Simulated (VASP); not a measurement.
# TiC (P-6m2) in VASP: further runs

One crystal, TiC, is run at these levels: HSEsol, B3LYP, revTPSS, MS2; tasks: band structure.

Everything below comes from runs of VASP 6.6.1. Logs are shortened: lines on timing, memory, paths and dates and some standing lists are left out, and cuts for length are marked.

## Step 1: The crystal as given

It takes space group P-6m2 (No. 187, hexagonal). The conventional cell has a = 3.042 Å, b = 3.042 Å, c = 2.698 Å, α = 90.00°, β = 90.00°, γ = 120.00°. Ti (site symmetry -6m2) has 6 C at 2.21 Å as nearest neighbours. C (site symmetry -6m2) is surrounded by 6 Ti at 2.21 Å.

The cell was built by a generator and needn't be a form met in nature.

## Step 2: Band structure, HSEsol

The input, POSCAR:

```
TiC
1.0
    3.0420900000      0.0000000000      0.0000000000
   -1.5210400000      2.6345200000      0.0000000000
    0.0000000000      0.0000000000      2.6979700000
Ti C
1 1
Direct
    0.0000000000      0.0000000000      0.5000000000
    0.3333300000      0.6666700000      0.0000000000
```

The input, INCAR.step1:

```
SYSTEM = TiC
PREC     = Accurate       ! precision mode
ENCUT    = 520            ! plane-wave cutoff, eV
EDIFF    = 1E-5           ! SCF threshold, eV
ISMEAR   = -1             ! smearing method
SIGMA    = 0.05           ! smearing width, eV
LREAL    = .FALSE.        ! projectors in reciprocal space
LASPH    = .TRUE.         ! aspherical terms in the spheres
NELM     = 100            ! most SCF steps
ALGO     = Normal         ! electronic algorithm
ISIF     = 2              ! what is computed and relaxed
LWAVE    = .TRUE.         ! write WAVECAR
LCHARG   = .FALSE.        ! write CHGCAR
LMAXMIX  = 4              ! l up to which the mixer works
GGA      = PE             ! functional
```

The input, INCAR.step2:

```
SYSTEM = TiC
PREC     = Accurate       ! precision mode
ENCUT    = 520            ! plane-wave cutoff, eV
EDIFF    = 1E-7           ! SCF threshold, eV
ISMEAR   = -1             ! smearing method
SIGMA    = 0.05           ! smearing width, eV
LREAL    = .FALSE.        ! projectors in reciprocal space
LASPH    = .TRUE.         ! aspherical terms in the spheres
NELM     = 100            ! most SCF steps
ALGO     = Normal         ! electronic algorithm
ISIF     = 2              ! what is computed and relaxed
LWAVE    = .FALSE.        ! write WAVECAR
LCHARG   = .FALSE.        ! write CHGCAR
LMAXMIX  = 4              ! l up to which the mixer works
GGA      = PS             ! functional
LHFCALC  = .TRUE.         ! exact exchange
HFSCREEN = 0.2            ! screening, 1/A
PRECFOCK = Normal       
ISTART   = 1
```

The input, KPOINTS:

```
Automatic mesh
0
G
  5 5 5
  0 0 0
```

The input, KPOINTS_OPT:

```
path GMKGALHA,LM,KH
8
line-mode
reciprocal
 0.0000000000  0.0000000000  0.0000000000  G
 0.5000000000  0.0000000000  0.0000000000  M

 0.5000000000  0.0000000000  0.0000000000  M
 0.3333333333  0.3333333333  0.0000000000  K

 0.3333333333  0.3333333333  0.0000000000  K
 0.0000000000  0.0000000000  0.0000000000  G

 0.0000000000  0.0000000000  0.0000000000  G
 0.0000000000  0.0000000000  0.5000000000  A

 0.0000000000  0.0000000000  0.5000000000  A
 0.5000000000  0.0000000000  0.5000000000  L

 0.5000000000  0.0000000000  0.5000000000  L
 0.3333333333  0.3333333333  0.5000000000  H

 0.3333333333  0.3333333333  0.5000000000  H
 0.0000000000  0.0000000000  0.5000000000  A

 0.5000000000  0.0000000000  0.5000000000  L
 0.5000000000  0.0000000000  0.0000000000  M

 0.3333333333  0.3333333333  0.0000000000  K
 0.3333333333  0.3333333333  0.5000000000  H
```

Potentials or basis: VASP PAW PBE potentials, release 64 (Ti_sv, C).

Run with:

```bash
$ cat potpaw_PBE.64/Ti_sv/POTCAR potpaw_PBE.64/C/POTCAR > POTCAR
$ cp INCAR.step1 INCAR
$ mpirun -np 1 vasp_std > vasp.out
$ cp INCAR.step2 INCAR
$ mpirun -np 1 vasp_std > vasp.out
```

OUTCAR:

```text
SYSTEM = TiC
   PREC = Accurate
   ENCUT = 520
   EDIFF = 1E-7
   ISMEAR = -1
   LREAL = .FALSE.
   LASPH = .TRUE.
   NELM = 100
   ISIF = 2
   GGA = PS
   LHFCALC = .TRUE.
   HFSCREEN = 0.2
   PRECFOCK = Normal
   ISTART = 1

 ion  position               nearest neighbor table
   1  0.000  0.000  0.500-   2 2.21   2 2.21   2 2.21   2 2.21   2 2.21   2 2.21
   2  0.333  0.667  0.000-   1 2.21   1 2.21   1 2.21   1 2.21   1 2.21   1 2.21

  LATTYP: Found a hexagonal cell.
 ALAT       =     3.0420900000
 C/A-ratio  =     0.8868804013

  Lattice vectors:

 A1 = (   3.0420900000,   0.0000000000,   0.0000000000)
 A2 = (  -1.5210400000,   2.6345200000,   0.0000000000)
 A3 = (   0.0000000000,   0.0000000000,   2.6979700000)

Analysis of symmetry for initial positions (statically):
=====================================================================
 Subroutine PRICEL returns:
 Original cell was already a primitive cell.

 Routine SETGRP: Setting up the symmetry group for a
 hexagonal supercell.

 Subroutine GETGRP returns: Found  4 space group operations
 (whereof  4 operations were pure point group operations)
 out of a pool of 24 trial point group operations.

The static configuration has the point symmetry C_2v.

Analysis of symmetry for dynamics (positions and initial velocities):
=====================================================================
 Subroutine PRICEL returns:
 Original cell was already a primitive cell.

 Routine SETGRP: Setting up the symmetry group for a
 hexagonal supercell.

 Subroutine GETGRP returns: Found  4 space group operations
 (whereof  4 operations were pure point group operations)
 out of a pool of 24 trial point group operations.

The dynamic configuration has the point symmetry C_2v.

 Subroutine INISYM returns: Found  4 space group operations
 (whereof  4 operations are pure point group operations),
 and found     1 'primitive' translations

----------------------------------------------------------------------------------------

                                     Primitive cell

  volume of cell :      21.6227

  direct lattice vectors                    reciprocal lattice vectors
     3.042090000  0.000000000  0.000000000     0.328721372  0.189787269  0.000000000
    -1.521040000  2.634520000  0.000000000     0.000000000  0.379575786  0.000000000
     0.000000000  0.000000000  2.697970000     0.000000000  0.000000000  0.370649044

  length of vectors
     3.042090000  3.042081247  2.697970000     0.379574694  0.379575786  0.370649044

  position of ions in fractional coordinates (direct lattice)
     0.000000000  0.000000000  0.500000000
     0.333330000  0.666670000  0.000000000

  ion indices of the primitive-cell ions
   primitive index   ion index
                 1           1
                 2           2

----------------------------------------------------------------------------------------

 KPOINTS: Automatic mesh

Automatic generation of k-mesh.
 Grid dimensions read from file:
 generate k-points for:    5    5    5

 Generating k-lattice:

  Cartesian coordinates                     Fractional coordinates (reciprocal lattice)
     0.065744274  0.037957454  0.000000000     0.200000000  0.000000000  0.000000000
     0.000000000  0.075915157  0.000000000     0.000000000  0.200000000  0.000000000
     0.000000000  0.000000000  0.074129809     0.000000000  0.000000000  0.200000000

  Length of vectors
     0.075914939  0.075915157  0.074129809

  Shift w.r.t. Gamma in fractional coordinates (k-lattice)
     0.000000000  0.000000000  0.000000000

 Subroutine IBZKPT returns following result:
 ===========================================

 Found     27 irreducible k-points:

 Following reciprocal coordinates:
            Coordinates               Weight
  0.000000  0.000000  0.000000      1.000000
  0.200000  0.000000  0.000000      4.000000
 -0.200000  0.200000  0.000000      2.000000
  0.400000 -0.000000  0.000000      4.000000
 -0.400000  0.400000  0.000000      2.000000
  0.200000  0.200000  0.000000      2.000000
[... 16 lines left out ...]
 -0.400000  0.400000  0.400000      4.000000
  0.200000  0.200000  0.400000      4.000000
 [... further k-points ...]
   k-points           NKPTS =     27   k-points in BZ     NKDIM =    125   number of bands    NBANDS=     12
   number of dos      NEDOS =    301   number of ions     NIONS =      2
   total plane-waves  NPLWV =  11520
   dimension x,y,z NGX =    24 NGY =   24 NGZ =   20
   dimension x,y,z NGXF=    48 NGYF=   48 NGZF=   40
   ions per type =               1   1
   NGX,Y,Z   is equivalent  to a cutoff of  13.12, 13.12, 12.32 a.u.
   NGXF,Y,Z  is equivalent  to a cutoff of  26.23, 26.23, 24.65 a.u.
 SYSTEM =  TiC
   PREC   = accura    normal or accurate (medium, high low for compatibility)
   ISTART =      1    job   : 0-new  1-cont  2-samecut
   ICHARG =      0    charge: 1-file 2-atom 10-const
   ISPIN  =      1    spin polarized calculation?
   LNONCOLLINEAR =      F non collinear calculations
   LSORBIT =      F    spin-orbit coupling
   LASPH  =      T    aspherical Exc in radial PAW
   ENCUT  =  520.0 eV  38.22 Ry    6.18 a.u.   5.66  5.66  5.02*2*pi/ulx,y,z
   NELM   =    100;   NELMIN=  2; NELMDL=  0     # of ELM steps
   EDIFF  = 0.1E-06   stopping-criterion for ELM
   LREAL  =      F    real-space projection
   EDIFFG = 0.1E-05   stopping-criterion for IOM
   NSW    =      0    number of steps for IOM
   IBRION =     -1    ionic relax: 0-MD 1-quasi-New 2-CG
   NFREE  =      0    steps in history (QN), initial steepest desc. (CG)
   ISIF   =      2    stress and relaxation
   ISYM   =      3    0-nonsym 1-usesym 2-fastsym
   POTIM  = 0.5000    time-step for ionic-motion
   TEBEG  =    0.0;   TEEND  =   0.0 temperature during run
   PSTRESS=    0.0 pullay stress
   NELECT =      16.0000    total number of electrons
   NUPDOWN=      -1.0000    fix difference up-down
   EMIN   =  10.00;   EMAX   =-10.00  energy-range for DOS
   EFERMI =   0.00;   METHOD = LEGACY
   ISMEAR =    -1;   SIGMA  =   0.05  broadening in eV -4-tet -1-fermi 0-gaus
   EFERMI_NEDOS =   21; number of points for ismear=-14 and -15
   IALGO  =     38    algorithm
   IMIX   =      1    mixing-type and parameters
     AMIX     =   0.40;   BMIX     =  1.00
     AMIX_MAG =   1.60;   BMIX_MAG =  1.00
  volume/ion in A,a.u.               =      10.81        72.96
  Fermi-wavevector in a.u.,A,eV,Ry     =   1.480737  2.798187 29.831891  2.192582
  Thomas-Fermi vector in A             =   2.594734
   LORBIT       =      0    0 simple, 1 ext, 2 COOP (PROOUT), +10 PAW based schemes
   GGA     = PS    functional components
   LHFCALC =     T    Hartree Fock is set to
   PRECFOCK=normal    Normal, Fast or Accurate (Low or Medium for compatibility)
   ENCUT4O =  -1.0   cutoff for four orbital integrals eV
   NKREDX  =     1    reduce k-point grid by
   NKREDY  =     1    reduce k-point grid by
   NKREDZ  =     1    reduce k-point grid by
   AEXX    =    0.2500 exact exchange contribution
   HFSCREEN=    0.2000 screening length (either q_TF or 0.3 A-1)
   HFSCREENC=   0.2000 screening length for correlation (either q_TF or 0.3 A-1)
   ENCUTFOCK=  -1.0 apply spherical cutoff to Coloumb kernel
   IVDW    =     0    specifies the selected vdW correction
   LEPSILON=     F    determine dielectric tensor
   LRPA    =     F    only Hartree local field effects (RPA)
 non-spin polarized calculation
  energy-cutoff  :      520.00
  volume of cell :       21.62
 maximum number of plane-waves:       592
  NGX = 18; NGY = 18; NGZ = 16

 number of electron      16.0000003 magnetization

 Free energy of the ion-electron system (eV)
  ---------------------------------------------------
  ext. energy  EPLUGINS =         0.00000000
  ---------------------------------------------------
  free energy    TOTEN  =       -21.23717750 eV

  energy without entropy =      -21.23484315  energy(sigma->0) =      -21.23601032

 E-fermi :   8.4575     XC(G=0): -10.1755

 val. band max:        8.2924493431   @ k =   0.4000  -0.0000   0.0000
 cond. band min:       8.5972213879   @ k =  -0.2000   0.4000   0.0000
 fundamental gap:      0.3047720448
 Fermi energy:         8.4574591567

 k-point     1 :       0.0000    0.0000    0.0000
  band No.  band energies     occupation
      1     -52.7727      2.00000
      2     -27.3427      2.00000
      3     -27.3427      2.00000
      4     -26.8930      2.00000
      5      -5.3258      2.00000
      6       6.5145      2.00000
      7       6.5146      2.00000
      8       7.4192      2.00000
      9      11.2641      0.00000
     10      12.5883      0.00000
     11      12.5884      0.00000
     12      15.2969      0.00000

 k-point     2 :       0.2000    0.0000    0.0000
  band No.  band energies     occupation
      1     -52.7530      2.00000
      2     -27.5004      2.00000
      3     -27.3789      2.00000
      4     -26.8755      2.00000
      5      -4.5606      2.00000
      6       4.9994      2.00000
      7       7.1122      2.00000
      8       7.8962      1.99997
      9       9.6039      0.00000
     10      12.4512      0.00000
     11      14.0530      0.00000
     12      14.4348      0.00000

 k-point     3 :      -0.2000    0.2000    0.0000
  band No.  band energies     occupation
      1     -52.7530      2.00000
      2     -27.5004      2.00000
      3     -27.3789      2.00000
      4     -26.8755      2.00000
      5      -4.5606      2.00000
      6       4.9994      2.00000
      7       7.1121      2.00000
      8       7.8962      1.99997
      9       9.6038      0.00000
     10      12.4512      0.00000
     11      14.0530      0.00000
     12      14.4348      0.00000
[... 286 lines left out ...]
 k-point    23 :      -0.4000    0.4000    0.4000
  band No.  band energies     occupation
      1     -52.6296      2.00000
      2     -27.6178      2.00000
      3     -27.5444      2.00000
      4     -27.3391      2.00000
      5      -1.8656      2.00000
      6       3.6858      2.00000
      7       5.4963      2.00000
      8       5.9962      2.00000
      9      10.0981      0.00000
     10      12.4041      0.00000
     11      13.6938      0.00000
     12      15.0023      0.00000

 k-point    24 :       0.2000    0.2000    0.4000
  band No.  band energies     occupation
      1     -52.6353      2.00000
      2     -27.5607      2.00000
      3     -27.5378      2.00000
      4     -27.3662      2.00000
      5      -1.9103      2.00000
      6       3.8616      2.00000
      7       4.8142      2.00000
      8       6.9356      2.00000
      9       9.6427      0.00000
     10      12.3371      0.00000
     11      13.9767      0.00000
     12      14.2726      0.00000

 [... further k-points ...]
[... 5 lines left out ...]
  --------------------------------------------------------------------------------------
  -------------------------------------------------------------------------------------
  Total       -0.8031829     -0.8032213     -2.0742087     -0.0000386      0.0000000      0.0000000
  in kB      -59.5133433    -59.5161899   -153.6923917     -0.0028608      0.0000000      0.0000000
  external PRESSURE =     -90.9073083 kB  Pullay stress =       0.0000000 kB

 VOLUME and BASIS-vectors are now :
 -----------------------------------------------------------------------------
  energy-cutoff  :      520.00
  volume of cell :       21.62
      direct lattice vectors                 reciprocal lattice vectors
     3.042090000  0.000000000  0.000000000     0.328721372  0.189787269  0.000000000
    -1.521040000  2.634520000  0.000000000     0.000000000  0.379575786  0.000000000
     0.000000000  0.000000000  2.697970000     0.000000000  0.000000000  0.370649044

 POSITION                                       TOTAL-FORCE (eV/Angst)
 -----------------------------------------------------------------------------------
      0.00000      0.00000      1.34899        -0.000118      0.000068      0.000000
     -0.00001      1.75636      0.00000         0.000118     -0.000068      0.000000
 -----------------------------------------------------------------------------------
    total drift:                                0.000043      0.000073     -0.000000

  FREE ENERGIE OF THE ION-ELECTRON SYSTEM (eV)
  ---------------------------------------------------
  free  energy   TOTEN  =       -21.2371774977 eV

  energy  without entropy=      -21.2348431487  energy(sigma->0) =      -21.23601032
```

Wall time 41 min (1 thread of Intel Xeon Platinum 8488C (Sapphire Rapids), shared host); peak memory 0.26 GiB.

What came out:

| Quantity | Value |
| --- | --- |
| Free energy | -21.2372 eV |
| Pressure | -9.1 GPa |
| Band gap along the path | none (metal or under the smearing width) |

Stress tensor (GPa, compression positive):
```
 -5.95   0.00   0.00
  0.00  -5.95   0.00
  0.00   0.00 -15.37
```

Levels at the corners of the path, in eV from the Fermi level:
| point | band 4 | band 5 | band 6 | band 7 | band 8 | band 9 | band 10 | band 11 | band 12 |
| --- | --- | --- | --- | --- | --- | --- | --- | --- | --- |
| Γ | -35.35 | -13.78 | -1.94 | -1.94 | -1.04 | 2.81 | 4.13 | 4.13 | 6.84 |
| M | -35.30 | -11.09 | -5.84 | -0.64 | -0.35 | 0.04 | 3.74 | 4.46 | 4.74 |
| M | -35.30 | -11.09 | -5.84 | -0.64 | -0.35 | 0.04 | 3.74 | 4.46 | 4.74 |
| K | -35.29 | -10.73 | -4.41 | -3.95 | -0.33 | 2.62 | 2.92 | 3.07 | 4.41 |
| K | -35.29 | -10.73 | -4.41 | -3.95 | -0.33 | 2.62 | 2.92 | 3.07 | 4.41 |
| Γ | -35.35 | -13.78 | -1.94 | -1.94 | -1.04 | 2.81 | 4.13 | 4.13 | 6.84 |
| Γ | -35.35 | -13.78 | -1.94 | -1.94 | -1.04 | 2.81 | 4.13 | 4.13 | 6.84 |
| A | -35.71 | -10.27 | -6.58 | -0.75 | -0.75 | 1.82 | 1.82 | 5.56 | 5.69 |
| A | -35.71 | -10.27 | -6.58 | -0.75 | -0.75 | 1.82 | 1.82 | 5.56 | 5.72 |
| L | -35.79 | -10.17 | -4.75 | -3.23 | -2.79 | 2.04 | 4.32 | 5.41 | 6.57 |
| L | -35.79 | -10.17 | -4.75 | -3.23 | -2.79 | 2.04 | 4.32 | 5.41 | 6.57 |
| H | -35.94 | -9.93 | -5.31 | -4.47 | -0.89 | 1.82 | 5.07 | 5.74 | 6.51 |
| H | -35.94 | -9.93 | -5.31 | -4.47 | -0.89 | 1.82 | 5.07 | 5.74 | 6.51 |
| A | -35.71 | -10.27 | -6.58 | -0.75 | -0.75 | 1.82 | 1.82 | 5.56 | 5.66 |
| L | -35.79 | -10.17 | -4.75 | -3.23 | -2.79 | 2.04 | 4.32 | 5.41 | 6.57 |
| M | -35.30 | -11.09 | -5.84 | -0.64 | -0.35 | 0.04 | 3.74 | 4.46 | 4.74 |
| K | -35.29 | -10.73 | -4.41 | -3.95 | -0.33 | 2.62 | 2.92 | 3.07 | 4.41 |
| H | -35.94 | -9.93 | -5.31 | -4.47 | -0.89 | 1.82 | 5.07 | 5.74 | 6.51 |

Caveat: the k mesh is coarse (spacing up to 0.48 Å⁻¹), so the values aren't converged, least of all with exact exchange; the PAW data sets were made with another functional, which shifts forces and pressure a little.

[end of part 1 of 3]
